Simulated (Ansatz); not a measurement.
**Ag**

```
Ag
1.0
     0.00000    2.04310    2.04310
     2.04310    0.00000    2.04310
     2.04310    2.04310    0.00000
Ag
1
Cartesian
  0.0000 0.0000 0.0000
```

The cell is COD entry 9008459, as deposited and not checked against the literature; nothing was relaxed.

Level of theory: DFT, PBE, all-electron LAPW, scalar-relativistic in Ansatz 0.2.0.

The runs use a Γ-centred 15×15×15 k mesh, Fermi–Dirac smearing of 0.05 eV, basis error target 1 meV/atom, no spin polarisation.

```
Pressure at this cell                             : 4.54 GPa
Band gap                                          : none: with an odd electron count and no spin polarisation the bands can't all be full, a metal in this set-up (spin order or a larger cell could open a gap)
Density of states at the Fermi level (0.2 eV bin) : 0.28 states/eV per cell
Volume per atom                                   : 17.06 Å³
```
